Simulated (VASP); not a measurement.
# Tl (P6_3/mmc) in VASP: single point with PBE

Aim: the single point of Tl with PBE.

All numbers are computed with VASP 6.6.1; they aren't measurements. Logs are shortened: lines on timing, memory, paths and dates and some standing lists are left out, and cuts for length are marked.

## (1) The structure

Symmetry: P6_3/mmc, No. 194, hexagonal system. Conventional cell: a = 3.476 Å, b = 3.476 Å, c = 5.556 Å, α = 90.00°, β = 90.00°, γ = 120.00°. Tl (site symmetry -6m2) is surrounded by 12 Tl at 3.43 to 3.48 Å.

## (2) Single point, PBE

INCAR reads:

```
SYSTEM = Tl
ALGO = Fast
EDIFF = 1E-6
ENCUT = 520
GGA = PE
ISIF = 2
ISMEAR = 1
LASPH = .True.
LCHARG = .False.
LREAL = .False.
LWAVE = .False.
NBANDS = 20
NELM = 60
PREC = Accurate
SIGMA = 0.0704
```

KPOINTS reads:

```
k-points
0
Gamma
  11 11 6
  0 0 0
```

POSCAR reads:

```
Tl
1.0
    3.4761317100      0.0000000000      0.0000000000
   -1.7380658500      3.0104171200      0.0000000000
    0.0000000000      0.0000000000      5.5561072000
Tl
2
Direct
    0.3333000000      0.6667000000      0.2500000000
    0.6666000000      0.3333000000      0.7500000000
```

Potentials or basis: VASP PAW PBE potentials, release 64 (Tl_d).

Started as:

```
> cat potpaw_PBE.64/Tl_d/POTCAR > POTCAR
> mpirun -np 1 vasp_std > vasp.out
```

OUTCAR:

```text
SYSTEM = Tl
   EDIFF = 1E-6
   ENCUT = 520
   GGA = PE
   ISIF = 2
   ISMEAR = 1
   LASPH = .True.
   LREAL = .False.
   NELM = 60
   PREC = Accurate

 ion  position               nearest neighbor table
   1  0.333  0.667  0.250-   2 3.43   2 3.43   2 3.43   2 3.43   2 3.43   2 3.43
   2  0.667  0.333  0.750-   1 3.43   1 3.43   1 3.43   1 3.43   1 3.43   1 3.43

  LATTYP: Found a hexagonal cell.
 ALAT       =     3.4761317100
 C/A-ratio  =     1.5983592290

  Lattice vectors:

 A1 = (   3.4761317100,   0.0000000000,   0.0000000000)
 A2 = (  -1.7380658500,   3.0104171200,   0.0000000000)
 A3 = (   0.0000000000,   0.0000000000,   5.5561072000)

Analysis of symmetry for initial positions (statically):
=====================================================================
 Subroutine PRICEL returns:
 Original cell was already a primitive cell.

 Routine SETGRP: Setting up the symmetry group for a
 hexagonal supercell.

 Subroutine GETGRP returns: Found  8 space group operations
 (whereof  2 operations were pure point group operations)
 out of a pool of 24 trial point group operations.

The static configuration has the point symmetry C_2 .
 The point group associated with its full space group is D_2h.

Analysis of symmetry for dynamics (positions and initial velocities):
=====================================================================
 Subroutine PRICEL returns:
 Original cell was already a primitive cell.

 Routine SETGRP: Setting up the symmetry group for a
 hexagonal supercell.

 Subroutine GETGRP returns: Found  8 space group operations
 (whereof  2 operations were pure point group operations)
 out of a pool of 24 trial point group operations.

The dynamic configuration has the point symmetry C_2 .
 The point group associated with its full space group is D_2h.

 Subroutine INISYM returns: Found  8 space group operations
 (whereof  2 operations are pure point group operations),
 and found     1 'primitive' translations

----------------------------------------------------------------------------------------

                                     Primitive cell

  volume of cell :      58.1425

  direct lattice vectors                    reciprocal lattice vectors
     3.476131710  0.000000000  0.000000000     0.287676096  0.166089940  0.000000000
    -1.738065850  3.010417120  0.000000000     0.000000000  0.332179881  0.000000000
     0.000000000  0.000000000  5.556107200     0.000000000  0.000000000  0.179982128

[... 82 lines left out ...]
   NELM   =     60;   NELMIN=  2; NELMDL= -5     # of ELM steps
   EDIFF  = 0.1E-05   stopping-criterion for ELM
   LREAL  =      F    real-space projection
   EDIFFG = 0.1E-04   stopping-criterion for IOM
   NSW    =      0    number of steps for IOM
   IBRION =     -1    ionic relax: 0-MD 1-quasi-New 2-CG
   NFREE  =      0    steps in history (QN), initial steepest desc. (CG)
   ISIF   =      2    stress and relaxation
   ISYM   =      2    0-nonsym 1-usesym 2-fastsym
   POTIM  = 0.5000    time-step for ionic-motion
   TEBEG  =    0.0;   TEEND  =   0.0 temperature during run
   PSTRESS=    0.0 pullay stress
   NELECT =      26.0000    total number of electrons
   NUPDOWN=      -1.0000    fix difference up-down
   EMIN   =  10.00;   EMAX   =-10.00  energy-range for DOS
   EFERMI =   0.00;   METHOD = LEGACY
   ISMEAR =     1;   SIGMA  =   0.07  broadening in eV -4-tet -1-fermi 0-gaus
   EFERMI_NEDOS =   21; number of points for ismear=-14 and -15
   IALGO  =     68    algorithm
   IMIX   =      4    mixing-type and parameters
     AMIX     =   0.40;   BMIX     =  1.00
     AMIX_MAG =   1.60;   BMIX_MAG =  1.00
  volume/ion in A,a.u.               =      29.07       196.18
  Fermi-wavevector in a.u.,A,eV,Ry     =   1.251896  2.365740 21.323630  1.567243
  Thomas-Fermi vector in A             =   2.385822
   LORBIT       =      0    0 simple, 1 ext, 2 COOP (PROOUT), +10 PAW based schemes
   GGA     = PE    functional components
   LHFCALC =     F    Hartree Fock is set to
   AEXX    =    0.0000 exact exchange contribution
   IVDW    =     0    specifies the selected vdW correction
   LEPSILON=     F    determine dielectric tensor
   LRPA    =     F    only Hartree local field effects (RPA)
 non-spin polarized calculation
 RMM-DIIS sequential band-by-band and
 Methfessel and Paxton  Order N= 1 SIGMA  =   0.07
  energy-cutoff  :      520.00
  volume of cell :       58.14
 maximum number of plane-waves:      1581
 NGX is ok and might be reduce to    28
   NGX = 13   NGY = 13   NGZ = 21

 number of electron      26.0000002 magnetization

 Free energy of the ion-electron system (eV)
  ---------------------------------------------------
  ext. energy  EPLUGINS =         0.00000000
  ---------------------------------------------------
  free energy    TOTEN  =        -4.42295537 eV

  energy without entropy =       -4.42249501  energy(sigma->0) =       -4.42280192

 E-fermi :   6.3681     XC(G=0): -10.1087

 val. band max:        6.3648806634   @ k =   0.4545   0.0909   0.1667
 cond. band min:       6.3747465518   @ k =  -0.1818   0.4545   0.5000
 fundamental gap:      0.0098658885
 Fermi energy:         6.3681063235

 k-point     1 :       0.0000    0.0000    0.0000
  band No.  band energies     occupation
      1      -5.3707      2.00000
      2      -5.1570      2.00000
      3      -5.1398      2.00000
      4      -5.1398      2.00000
      5      -5.0889      2.00000
      6      -5.0888      2.00000
[... 541 lines left out ...]
     19      15.3727      0.00000
     20      15.5977      0.00000

 [... further k-points ...]

------------------------ aborting loop because EDIFF is reached ----------------------------------------

  FORCE on cell =-STRESS in cart. coord.  units (eV):
  Direction    XX          YY          ZZ          XY          YZ          ZX
  --------------------------------------------------------------------------------------
  -------------------------------------------------------------------------------------
  Total        0.8519147      0.8523310      0.9549576      0.0000000     -0.0000000      0.0000000
  in kB       23.4754092     23.4868801     26.3148664      0.0000000     -0.0000000      0.0000000
  external PRESSURE =      24.4257186 kB  Pullay stress =       0.0000000 kB

 VOLUME and BASIS-vectors are now :
 -----------------------------------------------------------------------------
  energy-cutoff  :      520.00
  volume of cell :       58.14
      direct lattice vectors                 reciprocal lattice vectors
     3.476131710  0.000000000  0.000000000     0.287676096  0.166089940  0.000000000
    -1.738065850  3.010417120  0.000000000     0.000000000  0.332179881  0.000000000
     0.000000000  0.000000000  5.556107200     0.000000000  0.000000000  0.179982128

 POSITION                                       TOTAL-FORCE (eV/Angst)
 -----------------------------------------------------------------------------------
     -0.00017      2.00705      1.38903        -0.000000     -0.000012     -0.000000
      1.73789      1.00337      4.16708         0.000000      0.000012      0.000000
 -----------------------------------------------------------------------------------
    total drift:                               -0.000000     -0.000000     -0.000000

  FREE ENERGIE OF THE ION-ELECTRON SYSTEM (eV)
  ---------------------------------------------------
  free  energy   TOTEN  =        -4.4229553710 eV

  energy  without entropy=       -4.4224950144  energy(sigma->0) =       -4.42280192
```

stdout:

```text
POSCAR found type information on POSCAR Tl
 POSCAR found :  1 types and       2 ions
 scaLAPACK will be used
 LDA part: xc-table for (Slater+PW92), standard interpolation
 POSCAR, INCAR and KPOINTS ok, starting setup
 FFT: planning ... GRIDC
 FFT: planning ... GRID_SOFT
 FFT: planning ... GRID
 WAVECAR not read
 entering main loop
```

It took 2.2 min on 1 thread of Intel Xeon Platinum 8488C (Sapphire Rapids), shared host; peak memory 0.27 GiB.

Results:

```yaml
Free_energy: -4.4230 eV
Pressure: 2.4 GPa
Band_gap_on_the_k_mesh: none (metal or under the smearing width)
```

Levels at points of the mesh, in eV from the Fermi level:
```csv
k point,band 11,band 12,band 13,band 14,band 15,band 16
"(0.00, 0.00, 0.00)",-9.90,-5.08,-2.74,7.90,7.90,9.95
"(0.00, 0.00, 0.50)",-8.49,-8.49,3.34,3.34,8.87,8.87
```

Spin-orbit coupling is left out, which matters for the levels of Tl.
